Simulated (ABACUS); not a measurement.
Pt: equation of state with PBE

The system is Pt.

```xyz
1
Lattice="-1.5842 1.5842 1.5842 1.5842 -1.5842 1.5842 1.5842 1.5842 -1.5842" Properties=species:S:1:pos:R:3 pbc="T T T"
Pt    0.0000    0.0000    0.0000
```

This isn't the form of Pt at room conditions, which is fcc.

- Program: ABACUS 3.10.1
- Task: equation of state
- Functional: PBE
- Potentials or basis: PseudoDojo NC SR 0.4.1 PBE standard
- Cutoff: 1361 eV
- Density cutoff: 5442 eV
- Basis: DZP LCAO (the cutoffs set its grid)
- k mesh: 12 × 12 × 12
- Occupations: fermi-dirac, width 0.05 eV
- Spin: no spin polarisation
- Orbital files: Pt Pt_confined-atom_7au_3s2p2d1f.orb
- Radial cutoff of the potentials (pseudo_rcut): 10 bohr
- SCF threshold on the density: 1e-07
- Max SCF steps: 100
- Eigensolver: genelpa
- Mixing: broyden
- Mixing share: 0.7
- Symmetry key: 1
- Bands: 13

```json
{
 "Equilibrium volume": "15.89 Å³/atom",
 "Bulk modulus": "236 GPa",
 "Pressure derivative of the bulk modulus": "5.3"
}
```

Energy against volume, from the lowest point:
```csv
volume (Å³/atom),energy (meV/atom)
14.950,46.23
15.268,19.25
15.586,4.31
15.904,0.00
16.222,5.03
16.540,18.23
16.858,38.76
```

All runs of the series together: 25 s on 4 threads of Intel(R) Xeon(R) CPU @ 2.80GHz (Skylake/Cascade Lake) (shared host).

Caveat: the atomic orbitals were generated for these runs and aren't a published set; the basis of atomic orbitals isn't converged, which shifts pressures, moduli and gaps. Spin-orbit coupling is left out, which matters for the levels of Pt.
